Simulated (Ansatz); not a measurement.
C in the diamond structure: an Ansatz output whose functional has been blanked. The cell was relaxed with r2SCAN and then strained, so it isn't that functional's minimum.

```
C
1.0
     0.00000    1.78012    1.78012
     1.78012    0.00000    1.78012
     1.78012    1.78012    0.00000
C
2
Direct
  0.00000 0.00000 0.00000
  0.25000 0.25000 0.25000
```

```
Pseudopotential: C, paw, valence charge 4, recommended cutoff 420 eV
Crystal: 2 atoms, lattice volume = 11.282 Å³
Basis set: ecut = 420 eV, 229 PW (Γ)
Bands: 8, of which v1, the nominal top of the filled ones, is band 4 counted from 1 (3 counted from 0)
Symmetry: 48 space group operations
Space group: Fd-3m (ITA 227)
k-points: 29 of 512
[warm-up without exact exchange]
SCF 1 stopped early in 2 iterations: F = -501.613531 eV  dr2 = 1.27e-5
[exact exchange on]
SCF 2 stopped early in 4 iterations: F = -501.764799 eV  dr2 = 1.84e-6
hybrid outer 1: dexx = +1.981e-3 eV, tail = 1.25e-5 eV
SCF 3 converged in 2 iterations: F = -501.764852 eV  dr2 = 9.83e-9
hybrid outer 2: dexx = +1.164e-7 eV, tail = 2.52e-8 eV, Δε = 2.16e-3 eV
NSCF: frozen V_eff on 7 k-points
hybrid SCF converged: 2 outer / 6 inner (+2 warm-up)
Free energy (F): -501.764852 eV
Fermi energy:    12.794652 eV
--- Per-component energies (eV) ---
  E_band       = 23.325545
  E_kinetic    = 184.394107
  E_local      = -120.255901
  E_nonlocal   = 52.298285
  E_hartree    = 26.383722
  E_xc         = -78.993734
  E_vxc        = -97.065846
  E_exx        = -18.327887
  E_paw        = -198.633191
  E_vpaw       = -12.156811
  E_ewald      = -348.595832
  E_core_change = -0.034436
--- Stress (GPa, compression-positive) ---
       -5.749760       0.000000       0.000000
        0.000000      -5.749760       0.000000
        0.000000       0.000000      -5.749760
  P = ⅓ Tr σ = -5.7498 GPa (-57.498 kbar)
--- Band table (eV; the first three rows and the last of 29) ---
  k-point 0: bands = [-10.8119, 12.7947, 12.7947, 12.7947, 19.7887, 19.7887, 19.7887, 28.1437]
  k-point 1: bands = [-10.3429, 10.1765, 12.0966, 12.0966, 20.7134, 20.7134, 21.1219, 28.5375]
  k-point 2: bands = [-8.9494, 5.5546, 10.8912, 10.8912, 22.1700, 22.1700, 22.4634, 29.5115]
  k-point 28: bands = [-0.4716, -0.4716, 3.7082, 3.7082, 24.9791, 24.9791, 27.1071, 27.1071]
```

bands.tsv, columns around the gap (it counts bands from 0):
```tsv
# k_distance	band_0	band_1	band_2	band_3	band_4	band_5	band_6	band_7
# fermi_ev = 12.794652
# [0, 0, 0] at k_distance = 0.000000
# [0.5, 0, 0.5] at k_distance = 1.764817
# [0.625, 0.25, 0.625] at k_distance = 2.388774
# [0.375, 0.375, 0.75] at k_distance = 3.469499
# [0.5, 0.5, 0.5] at k_distance = 4.550224
# [0.5, 0.25, 0.75] at k_distance = 5.798137
# [0.35, 0, 0.35] at k_distance = 6.827193
# levels_relative_to = fermi_ev
0.000	-23.607	0.000	0.000	0.000	6.994	6.994	6.994	15.349
1.765	-14.111	-14.111	-6.911	-6.911	5.929	5.929	19.300	19.300
2.389	-14.372	-12.972	-10.173	-5.888	6.914	12.410	16.602	17.939
3.469	-14.372	-12.972	-10.173	-5.888	6.914	12.410	16.602	17.939
4.550	-17.357	-14.682	-3.084	-3.084	10.050	10.050	10.405	17.641
5.798	-13.266	-13.266	-9.086	-9.086	12.184	12.184	14.312	14.312
6.827	-18.798	-8.587	-6.023	-6.023	5.309	8.604	16.719	16.719
```
In order the rows are Γ, X, U, K, L, W, Γ–X (0.70).

Problem. Which level of theory was used?
A. r2SCAN0
B. HSE06
C. LDA
D. DDH-PBE0

Solution. B. HSE06. The exchange loop and the term E_exx show exact exchange. The HSE06 gap is indirect, 5.30 eV (Γ to Γ–X (0.75 of the way from Γ)), below the direct gap of 6.99 eV at Γ. Among hybrids the size of the gap and of E_exx follows the share and range of exact exchange. The stress of a hybrid is loosely converged here. Within one family of functionals the choice rests on the size of the gap and stress, not on a line of the log.

No spin polarisation and no zero-point or thermal motion.

The meshes of the hybrids are coarse, so their gaps aren't converged to the digits shown.
